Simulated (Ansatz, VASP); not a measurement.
## ZnSn15O16 (a cell with a defect) in VASP and in Ansatz

```
Zn Sn O
1.0
     7.62739    0.00000    0.00000
     0.00000    7.62739    0.00000
     0.00000    0.00000    9.77383
Zn Sn O
1 15 16
Direct
  0.00000 0.25000 0.11769
  0.00000 0.25000 0.61769
  0.00000 0.75000 0.11769
  0.00000 0.75000 0.61769
  0.50000 0.25000 0.11769
  0.50000 0.25000 0.61769
  0.50000 0.75000 0.11769
  0.50000 0.75000 0.61769
  0.25000 0.00000 0.38231
  0.25000 0.00000 0.88231
  0.25000 0.50000 0.38231
  0.25000 0.50000 0.88231
  0.75000 0.00000 0.38231
  0.75000 0.00000 0.88231
  0.75000 0.50000 0.38231
  0.75000 0.50000 0.88231
  0.25000 0.25000 0.00000
  0.25000 0.25000 0.50000
  0.25000 0.75000 0.00000
  0.25000 0.75000 0.50000
  0.75000 0.25000 0.00000
  0.75000 0.25000 0.50000
  0.75000 0.75000 0.00000
  0.75000 0.75000 0.50000
  0.00000 0.00000 0.00000
  0.00000 0.00000 0.50000
  0.00000 0.50000 0.00000
  0.00000 0.50000 0.50000
  0.50000 0.00000 0.00000
  0.50000 0.00000 0.50000
  0.50000 0.50000 0.00000
  0.50000 0.50000 0.50000
```

Alike in both runs: task electric field gradients; functional PBE; k mesh 3 × 3 × 2; occupations fermi-dirac, width 0.01 eV; no spin polarisation.

|  | VASP | Ansatz |
| --- | --- | --- |
| version | VASP 6.6.1 | Ansatz 0.2.0 |
| potentials or method | VASP PAW PBE potentials, release 64 (Zn, Sn_d, O) | plane-wave PAW, scalar-relativistic |
| plane-wave cutoff (eV) | 520 | 420 |
| valence electrons in the cell | 318 | 318 |

```csv
,VASP,Ansatz,Ansatz less VASP
gap on the k mesh at the Fermi level (eV),0.50,0.52,+0.019
pressure (GPa),1.7,1.5,-0.23
largest component of the traceless stress (GPa),0.53,0.55,+0.023
rms of the force components (eV/Å),0.289,0.281,-0.0077
Vzz of the field gradient on the site that differs most (V/Å²),-159.2,-168.8,-9.60
```

Atom by atom the forces differ by 0.031 eV/Å (rms over components). With one functional, cell and mesh, what is left measures potentials, basis and numerics. Ansatz warned: «gradients_without_spin_orbit».

Caveats: spin-orbit coupling is left out, which moves the levels of the heavy elements.
